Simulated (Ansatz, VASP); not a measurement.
## Na2H in VASP and in Ansatz

```xyz
3
Lattice="2.1026 -3.6419 0.0000 2.1026 3.6419 0.0000 0.0000 0.0000 2.1582" Properties=species:S:1:pos:R:3 pbc="T T T"
Na    1.0513    1.8209    0.0000
Na    1.0513   -1.8209    0.0000
H     2.1026    0.0000    0.0000
```

Alike in both runs: task relaxation of cell and atoms; functional PBE; k mesh 6 × 6 × 8; occupations gaussian, width 0.1 eV; no spin polarisation.

|  | VASP | Ansatz |
| --- | --- | --- |
| version | VASP 6.6.1 | Ansatz 0.2.0 |
| potentials or method | VASP PAW PBE potentials, release 64 (Na_pv, H) | scalar-relativistic, plane waves, PAW |
| plane-wave cutoff (eV) | 600 | 420 |
| valence electrons in the cell | 15 | 19 |

Ansatz gave:

| Quantity | Value |
| --- | --- |
| gap on the k mesh at the Fermi level, each at its own relaxed structure (eV) | none |
| relaxed volume (Å³/atom) | 25.22 |
| relaxed cell length with the largest relative difference (Å) | 3.492 |
| energy change over the relaxation (meV/atom) | -1574 |

Which values does VASP return?

gap on the k mesh at the Fermi level, each at its own relaxed structure (eV): none; relaxed volume (Å³/atom): 23.41; relaxed cell length with the largest relative difference (Å): 3.321; energy change over the relaxation (meV/atom): -1543.

A gap of «none» marks a metal or a gap that the smearing closes. One of these differences is far larger than is usual between the two programs; its cause wasn't traced. The two sets of potentials don't hold the same shells in valence.

Caveats: the k mesh is coarse (spacing up to 0.36 Å⁻¹), so the values aren't converged; the volume moved by over 15 % at a fixed basis, so the end points are rough (VASP).
